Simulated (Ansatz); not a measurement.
Straining Ti

These are results of Ansatz, DFT PBEsol, scalar-relativistic, plane waves, PAW, not measurements. (420 eV cutoff, 18×18×14 k-mesh, Gaussian smearing of 0.10 eV, no spin polarisation)

Reference structure (relaxed):

```
Ti
1.0
     2.02792    2.02792    0.00000
    -2.02792    2.02792    0.00000
     0.00000    0.00000    4.05584
Ti
2
Cartesian
  0.0000 0.0000 0.0000
  0.0000 2.0279 2.0279
```

Deformation: uniaxial strain along a, with the lengths of b and c and the atoms relaxed and the angles held, all within the symmetry that the strain leaves. Energies are extrapolated to zero smearing.

| strain (%) | ΔE (meV/atom) | a (Å) | b (Å) | c (Å) |
| --- | --- | --- | --- | --- |
| -6.0 | 18.5 | 2.696 | 2.828 | 4.313 |
| -4.0 | 8.6 | 2.753 | 2.846 | 4.210 |
| -2.0 | 2.3 | 2.811 | 2.862 | 4.122 |
| +0.0 | 0.0 | 2.868 | 2.868 | 4.056 |
| +2.0 | 2.2 | 2.925 | 2.875 | 3.989 |
| +4.0 | 7.7 | 2.983 | 2.881 | 3.922 |
| +6.0 | 16.1 | 3.040 | 2.886 | 3.850 |

**Question.** Does one stiffness describe the whole range?

**Answer.** No: the innermost pair of points gives (1/V) d²E/dε² = 107 GPa and a cubic fit over all points 91 GPa, so terms beyond the third order count over this range.

**Question.** How does the free axis b answer a small strain?

**Answer.** Between the innermost points its strain is 0.11 times the applied one.

This fcc form isn't the element's structure at ambient conditions.